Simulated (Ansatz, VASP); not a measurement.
## InP in VASP and in Ansatz

Contents of POSCAR:

```
InP
1.0
    0.0000000000      2.9830349663      2.9830349663
    2.9830349663      0.0000000000      2.9830349663
    2.9830349663      2.9830349663      0.0000000000
In P
1 1
Direct
    0.0000000000      0.0000000000      0.0000000000
    0.2500000000      0.2500000000      0.2500000000
```

INCAR.step1

```
SYSTEM = InP
PREC     = Accurate       ! precision mode
ENCUT    = 520            ! plane-wave cutoff, eV
ISMEAR   = 0              ! smearing method
SIGMA    = 0.01           ! smearing width, eV
LREAL    = .False.        ! projectors in reciprocal space
LASPH    = .True.         ! aspherical terms in the spheres
NELM     = 100            ! most SCF steps
NBANDS   = 16             ! bands
GGA      = PE             ! functional
ALGO     = Normal         ! electronic algorithm
EDIFF    = 1E-4           ! SCF threshold, eV
LWAVE    = .True.         ! write WAVECAR
LCHARG   = .False.        ! write CHGCAR
```

Contents of INCAR.step2:

```
SYSTEM = InP
PREC     = Accurate       ! precision mode
ENCUT    = 520            ! plane-wave cutoff, eV
EDIFF    = 1E-6           ! SCF threshold, eV
ISMEAR   = 0              ! smearing method
SIGMA    = 0.01           ! smearing width, eV
LREAL    = .False.        ! projectors in reciprocal space
LASPH    = .True.         ! aspherical terms in the spheres
NELM     = 100            ! most SCF steps
ALGO     = Normal         ! electronic algorithm
ISIF     = 2              ! what is computed and relaxed
LWAVE    = .False.        ! write WAVECAR
LCHARG   = .False.        ! write CHGCAR
METAGGA  = R2SCAN         ! meta-GGA
LMIXTAU  = .True.       
NBANDS   = 16             ! bands
ISTART   = 1
```

KPOINTS

```
regular mesh
0
Gamma
  6 6 6
  0 0 0
```

Input for Ansatz:

```yaml
crystal:
  lattice:
    - [0.0, 2.9830349663, 2.9830349663]
    - [2.9830349663, 0.0, 2.9830349663]
    - [2.9830349663, 2.9830349663, 0.0]
  atoms:
    - { symbol: In, position: [0.0, 0.0, 0.0] }
    - { symbol: P, position: [0.25, 0.25, 0.25] }
kpoints:
  mp_grid: { grid: [6, 6, 6] }
hamiltonian:
  xc: r2scan
scf:
  occupations: { method: fixed }
  n_extra_bands: 4
output:
  forces: true
  stress: true
  eigenvalues: true
```

Alike in both runs: task single point; functional r2SCAN; k mesh 6 × 6 × 6; no spin polarisation.

|  | VASP | Ansatz |
| --- | --- | --- |
| version | VASP 6.6.1 | Ansatz 0.2.0 |
| potentials or method | VASP PAW PBE potentials, release 64 (In_d, P) | plane waves, PAW |
| plane-wave cutoff (eV) | 520 | 500 |
| occupations | gaussian, width 0.01 eV | fixed |
| valence electrons in the cell | 18 | 18 |

|  | VASP | Ansatz | Ansatz less VASP |
| --- | --- | --- | --- |
| gap on the k mesh at the Fermi level (eV) | 0.85 | 0.85 | -0.003 |
| pressure (GPa) | -2.0 | -1.9 | +0.09 |

Caveats: the PAW data sets were made with another functional, which shifts forces and pressure a little (VASP); spin-orbit coupling is left out, which moves the levels of the heavy elements. r2SCAN opens gaps a little over a GGA but as a rule still falls short of measured ones.
